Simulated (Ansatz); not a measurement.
TaN:

```
CELL_PARAMETERS angstrom
0.00000 2.21132 2.21132
2.21132 0.00000 2.21132
2.21132 2.21132 0.00000
ATOMIC_POSITIONS crystal
Ta 0.50000 0.50000 0.50000
N 0.00000 0.00000 0.00000
```

The cell comes from a database or a generator and needn't be the stable form of this composition.

| Property | Result |
| --- | --- |
| Program | Ansatz 0.2.0 |
| Task | relaxation of cell and atoms |
| Functional | revPBE |
| Dispersion | D3(BJ) |
| Potentials or basis | Ansatz PAW |
| Cutoff | 420 eV (not typed: the program's choice for these potentials) |
| k mesh | 10 × 10 × 10 |
| Occupations | fermi-dirac, width 0.05 eV |
| Spin | no spin polarisation |

At the start: volume 10.81 Å³/atom.

**Question.** Where does the relaxation end?

**Answer.** It ends after 7 steps and the volume is 10.44 Å³/atom (-3.5 %); space group Fm-3m (No. 225, to 0.05 Å).

The path:
```
step  energy change (eV)  largest force (eV/Å)  volume (Å³)
   1              0.0000                0.0000        21.63
   2             -0.0248                0.0000        20.56
   3             -0.0296                0.0000        20.90
   4             -0.0297                0.0000        20.88
   5             -0.0279                0.0000        20.88
   6             -0.0279                0.0000        20.88
   7             -0.0278                0.0000        20.88
```

Final structure:
```xyz
2
Lattice="0.0000 2.1854 2.1854 2.1854 0.0000 2.1854 2.1854 2.1854 0.0000" Properties=species:S:1:pos:R:3 pbc="T T T"
Ta    2.1854    2.1854    2.1854
N     0.0000    0.0000    0.0000
```

Caveat: the plane-wave basis is chosen anew once the cell has moved, so the energies of steps on either side of that aren't comparable; the pressure holds a Pulay correction of +0.5 GPa for the finite cutoff; pairwise dispersion overbinds metals, which lowers pressure and volume; the PAW data sets come from PBE, with cores solved anew for the run's functional, which leaves a small shift of forces and pressure.
